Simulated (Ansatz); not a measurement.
# Cd (Fm-3m): cell relaxations under several functionals

The task is cell relaxations under several functionals, for Cd (Fm-3m).

This is Cd in the fcc structure; at room conditions it is hcp.

Computed with Ansatz 0.2.0, driven from Python. The levels of theory stand in the script.

## (1) The system

Symmetry: Fm-3m, No. 225, cubic system. Conventional cell: a = 4.436 Å, b = 4.436 Å, c = 4.436 Å, α = 90.00°, β = 90.00°, γ = 90.00°. Cd (site symmetry m-3m) is surrounded by 12 Cd at 3.14 Å.

The script holds or builds the structure itself.

## (2) The code

The input, cd.py:

```python
import ansatz as az
from ase import Atoms
import numpy as np

KGRID = (10, 10, 10)
SMEARING = "cold"
SMEARING_WIDTH = 0.1

def edges_and_angles(cell):
    cell = np.asarray(cell)
    a, b, c = np.linalg.norm(cell, axis=1)
    cosines = cell[1] @ cell[2] / (b * c), cell[0] @ cell[2] / (a * c), cell[0] @ cell[1] / (a * b)
    return (a, b, c, *np.degrees(np.arccos(cosines)))

atoms = Atoms(
    ["Cd"],
    scaled_positions=[
        [0.0, 0.0, 0.0],
    ],
    cell=[
        [0.0, 2.21815, 2.21815],
        [2.21815, 0.0, 2.21815],
        [2.21815, 2.21815, 0.0],
    ],
    pbc=True,
)
cell = az.Crystal.from_ase(atoms)

job = (
    cell.calculation()
    .kpoints(*KGRID)
    .occupations(SMEARING, width=SMEARING_WIDTH)
    .relax(cell=True)
)

levels = [("r2scan", "none"), ("r2scan", "d4"), ("blyp", "d3bj")]
print("level            a       b       c    alpha   beta  gamma  V/atom  steps")
for name, dispersion in levels:
    seen = []
    run = job.functional(name, dispersion=dispersion).session().plan()
    done = run.execute(on_event=lambda e: seen.append(e) if e["event"] == "relax_step" else None)
    cell = done.lattice.cell_ang
    label = name if dispersion == "none" else f"{name}+{dispersion}"
    print("{:13s} {:7.4f} {:7.4f} {:7.4f} {:6.2f} {:6.2f} {:6.2f}".format(label, *edges_and_angles(cell)), f"{abs(np.linalg.det(cell)) / len(done.lattice.sites):7.3f} {len(seen):5d}")
```

## (3) The calls as engine input

The package turns the script's settings into the engine's input (first run):

```yaml
crystal:
  lattice:
    - [0.0, 2.21815, 2.21815]
    - [2.21815, 0.0, 2.21815]
    - [2.21815, 2.21815, 0.0]
  atoms:
    - { symbol: Cd, position: [0.0, 0.0, 0.0] }
kpoints:
  mp_grid:
    grid: [10, 10, 10]
hamiltonian:
  xc: r2scan
  dispersion: none
scf:
  occupations:
    method: cold
    width: 0.1
relax:
  cell: {}
```

## (4) The run

Run with:

```
$ python cd.py
```

What it wrote:

```text
level            a       b       c    alpha   beta  gamma  V/atom  steps
DeckWarning: basis.ecutwfc = 500 eV, auto-derived from the records' recommended cutoffs: set by Cd (their level for a meta-GGA)
r2scan         3.1342  3.1342  3.1342  60.00  60.00  60.00  21.769     3
r2scan+d4      3.1138  3.1138  3.1138  60.00  60.00  60.00  21.347     3
DeckWarning: basis.ecutwfc = 420 eV, auto-derived from the records' recommended cutoffs: set by Cd (normal level)
blyp+d3bj      3.1346  3.1346  3.1346  60.00  60.00  60.00  21.779     3
```

(Warnings from the package without file and line.)

Run time: 14 s. Hardware: 1 thread of Arm Neoverse V1, shared host; peak memory 0.43 GiB.

## (5) What changed from run to run

The engine's inputs for the other runs:

Run 2, against run 1:

```diff
@@ -13 +13 @@
-  dispersion: none
+  dispersion: d4
```

Run 3, against run 1:

```diff
@@ -12,2 +12,2 @@
-  xc: r2scan
-  dispersion: none
+  xc: blyp
+  dispersion: d3bj
```

Lines on the test bed's own set-up are left out of the output.

## (6) The engine's runs

From the records of these 3 runs:

```tsv
run	functional	dispersion	energy (eV/atom)	final volume (Å³/atom)	pressure (GPa)	SCF cycles in all	CPU time (s)
1	r2scan	none	-8268.1552	21.77	0.00	16	4.8
2	r2scan	d4	-8268.2965	21.35	0.02	18	5.5
3	blyp	d3bj	-8270.9780	21.78	0.00	13	2.4
```

Energies are free energies F = E - TS of the smeared occupations. Totals hang on method, basis and potentials, so only like runs compare.

## (7) Path of the relaxation of run 1

Step by step:

| step | E - E(step 1) (eV/cell) | largest force component (eV/Å) | pressure (GPa) | volume (Å³) |
| --- | --- | --- | --- | --- |
| 1 | 0.0000 | 0.0000 | -0.13 | 21.83 |
| 2 | -0.0001 | 0.0000 | 0.00 | 21.77 |
| 3 | 0.0000 | 0.0000 | 0.00 | 21.77 |

Step 1 is the start. Step 3 repeats the geometry before it on a plane-wave basis chosen anew for that cell, so its energy need not be comparable with the rows above.

Lengths and angles in the start's conventional setting:

|  | before | after | change |
| --- | --- | --- | --- |
| a (Å) | 4.436 | 4.432 | -0.1 % |
| b (Å) | 4.436 | 4.432 | -0.1 % |
| c (Å) | 4.436 | 4.432 | -0.1 % |
| volume (Å³/atom) | 21.83 | 21.77 | -0.3 % |
| shortest distance (Å) | 3.137 | 3.134 | -0.1 % |
| space group (0.01 Å) | Fm-3m | Fm-3m | same |

Forces and stress were held to the start's 48 operations: a distortion of lower symmetry was not tested.

## (8) Path of the relaxation of run 3

Relaxation path:

| step | E - E(step 1) (eV/cell) | largest force component (eV/Å) | pressure (GPa) | volume (Å³) |
| --- | --- | --- | --- | --- |
| 1 | 0.0000 | 0.0000 | -0.11 | 21.83 |
| 2 | 0.0000 | 0.0000 | 0.00 | 21.78 |
| 3 | 0.0000 | 0.0000 | 0.00 | 21.78 |

Step 1 is the start. Step 3 repeats the geometry before it on a plane-wave basis chosen anew for that cell, so its energy need not be comparable with the rows above.

Lengths and angles in the start's conventional setting:

|  | before | after | change |
| --- | --- | --- | --- |
| a (Å) | 4.436 | 4.433 | -0.1 % |
| b (Å) | 4.436 | 4.433 | -0.1 % |
| c (Å) | 4.436 | 4.433 | -0.1 % |
| volume (Å³/atom) | 21.83 | 21.78 | -0.2 % |
| shortest distance (Å) | 3.137 | 3.135 | -0.1 % |
| space group (0.01 Å) | Fm-3m | Fm-3m | same |

Forces and stress were held to the start's 48 operations: a distortion of lower symmetry was not tested.

## (9) Summary of results

```
      quantity                                           value
 runs compared                                               3
relaxed volume  21.35 (r2scan d4) to 21.78 Å³/atom (blyp d3bj)
```

**Reading.** From smallest to largest: r2SCAN+D4 (21.35 Å³ an atom, -2.2 % against the start), r2SCAN (21.77 Å³ an atom, -0.3 % against the start) and BLYP+D3BJ (21.78 Å³ an atom, -0.2 % against the start). The spread is 2.0 % in volume. In run 1, the volume shrank by 0.3 % over 1 move, and the space group stayed Fm-3m. In run 3, the volume shrank by 0.2 % over 1 move, and the space group stayed Fm-3m. What to keep in mind:
- BLYP and dispersion corrections can be off by several per cent in the lattices of metals, and by several GPa in the pressure at a fixed cell.
- For a metal this k-point mesh is coarse: on a finer one energies can move by several to tens of meV an atom and pressures by half a GPa or more, differences at one mesh by less.
- Edges and angles that the script prints are those of the cell as typed, here a primitive one.
- This isn't the structure that Cd takes at ambient conditions. Whether this is the phase that is stable at ambient conditions was not tested.
